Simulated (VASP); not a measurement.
Set up this calculation in VASP 6.6.1, as the native input.

```yaml
Task: electric field gradients
Functional: PBE
Potentials_or_basis: VASP PAW PBE potentials, release 64 (Be, S)
Cutoff: 520 eV
k_mesh: 13 × 13 × 13
Occupations: fermi-dirac, width 0.08 eV
Spin: no spin polarisation
Dipole_correction: no
Further_INCAR_settings: ALGO = Fast; EDIFF = 1e-08; NBANDS = 11
```

The structure of BeS lies in POSCAR:

```
BeS
1.0
    0.0000000000      2.3144614809      2.3144614809
    2.3144614809      0.0000000000      2.3144614809
    2.3144614809      2.3144614809      0.0000000000
Be S
1 1
Direct
    0.0000000000      0.0000000000      0.0000000000
    0.5000000000      0.5000000000      0.5000000000
```

The cell comes from a database or a generator and needn't be the stable form of this composition.

One way to write it, as run:

INCAR

```
PREC = Accurate
ENCUT = 520
EDIFF = 1E-8
ISMEAR = -1
SIGMA = 0.08
LREAL = F
LASPH = T
NELM = 100
ALGO = Fast
ISIF = 2
LWAVE = F
LCHARG = F
GGA = PE
LEFG = T
NBANDS = 11
```

KPOINTS

```
Automatic mesh
0
Gamma
  13 13 13
```

Potentials or basis: VASP PAW PBE potentials, release 64 (Be, S).

The run is started by

```bash
$ cat potpaw_PBE.64/Be/POTCAR potpaw_PBE.64/S/POTCAR > POTCAR
$ mpirun -np 1 vasp_std > vasp.out
```

Results of the run:

* Pressure: -0.1 GPa
* Band gap on the k mesh: 1.02 eV, indirect (least direct gap 4.18 eV)

Caveat: an odd mesh through Γ misses points on the zone boundary, where band edges often lie.

Run time: 16 s on 1 thread of Intel(R) Xeon(R) Platinum 8559C (Emerald Rapids), on a shared host, peak memory 0.14 GiB.
